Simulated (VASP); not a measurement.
Results of a VASP single-point calculation on BN (zincblende)

POSCAR

```
B  N
 1.0000000000000000
     0.0000000000000000    1.8048254637186480    1.8048254637186480
     1.8048254637186480   -0.0000000000000000    1.8048254637186480
     1.8048254637186480    1.8048254637186480    0.0000000000000000
 B   N
   1   1
Cartesian
  0.0000000000000000  0.0000000000000000 -0.0000000000000000
  0.9024127318593240  0.9024127318593240  0.9024127318593240
```

| Property | Result |
| --- | --- |
| gap between bands v and c | 4.35 eV |
| least direct gap | 8.70 eV |

Band v is the last that the valence electrons fill when counted band by band, and c is the next. Levels in eV from the top of v:

```
point    v−1      v      c    c+1
    Γ   0.00   0.00   8.70   8.70
    X  -4.95  -4.95   4.35   9.17
    W  -7.06  -6.60   9.45  13.28
    K  -7.77  -4.11   6.81  12.81
    L  -1.96  -1.96  10.27  10.59
```

Task: Which of these levels of theory gave these results?
A. r²SCAN
B. PBE with spin–orbit coupling
C. LDA
D. PBE0
E. HSE06
F. PBE
G. PBEsol

Result: C.

The INCAR was:

```
SIGMA = 0.01
ENCUT = 520
ISMEAR = 0
LWAVE = .FALSE.
LCHARG = .FALSE.
IBRION = -1
PREC = Accurate
GGA = CA
LASPH = .TRUE.
ISIF = 2
EDIFF = 1E-7
NSW = 0
NBANDS = 11
LREAL = .FALSE.
NELM = 120
```
